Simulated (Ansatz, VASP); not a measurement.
## One calculation of F, two programs

File INCAR:

```
SYSTEM = F
  PREC = Accurate
  ENCUT = 520
  EDIFF = 1E-6
  ISMEAR = 0
  SIGMA = 0.02
  LREAL = .False.
  LASPH = .True.
  NELM = 100
  ALGO = Normal
  ISIF = 2
  LWAVE = .False.
  LCHARG = .False.
  GGA = PE
  NBANDS = 22
```

Contents of KPOINTS:

```
regular mesh
0
Gamma
  10 10 4
  0 0 0
```

File POSCAR:

```
F
1.0
    2.6521275000     -1.5512596000      0.0729025000
    2.6521275000      1.5512596000      0.0729025000
   -1.2914438163      0.0000000000      7.1835178813
F
4
Direct
    0.9686238670      0.5952538245      0.1069622457
    0.4047461755      0.0313761330      0.3930377543
    0.0313761330      0.4047461755      0.8930377543
    0.5952538245      0.9686238670      0.6069622457
```

Input for Ansatz:

```yaml
crystal:
  lattice:
    - [2.6521275, -1.5512596, 0.0729025]
    - [2.6521275, 1.5512596, 0.0729025]
    - [-1.2914438163, 0.0, 7.1835178813]
  atoms:
    - { symbol: F, position: [0.968623867, 0.5952538245, 0.1069622457] }
    - { symbol: F, position: [0.4047461755, 0.031376133, 0.3930377543] }
    - { symbol: F, position: [0.031376133, 0.4047461755, 0.8930377543] }
    - { symbol: F, position: [0.5952538245, 0.968623867, 0.6069622457] }
basis:
  ecutwfc: 420
kpoints:
  mp_grid: { grid: [10, 10, 4] }
hamiltonian:
  xc: pbe
scf:
  occupations: { method: gaussian, width: 0.02 }
output:
  forces: true
  stress: true
  eigenvalues: true
  populations: true
```

Alike in both runs: task single point; functional PBE; k mesh 10 × 10 × 4; occupations gaussian, width 0.02 eV; no spin polarisation.

```csv
,VASP,Ansatz
version,VASP 6.6.1,Ansatz 0.2.0
potentials or method,"VASP PAW PBE potentials, release 64 (F)","scalar-relativistic, plane waves, PAW"
plane-wave cutoff (eV),520,420
valence electrons in the cell,28,28
```

VASP gave:

* gap on the k mesh at the Fermi level (eV): 0.91
* least direct gap on the mesh (eV): 0.91
* pressure (GPa): -9.0
* largest component of the traceless stress (GPa): 17.96
* rms of the force components (eV/Å): 1.827

Task: Estimate Ansatz's values.

Result: gap on the k mesh at the Fermi level (eV): 0.95; least direct gap on the mesh (eV): 0.95; pressure (GPa): -8.7; largest component of the traceless stress (GPa): 18.60; rms of the force components (eV/Å): 1.898.

Atom by atom the forces differ by 0.071 eV/Å (rms over components). The functional is the same, so the differences come from potentials, cutoffs and numerics.

Caveats: forces of over 1 eV/Å show positions far from the minimum, so gaps and moduli don't describe the material at rest. A k mesh can miss the band edges.
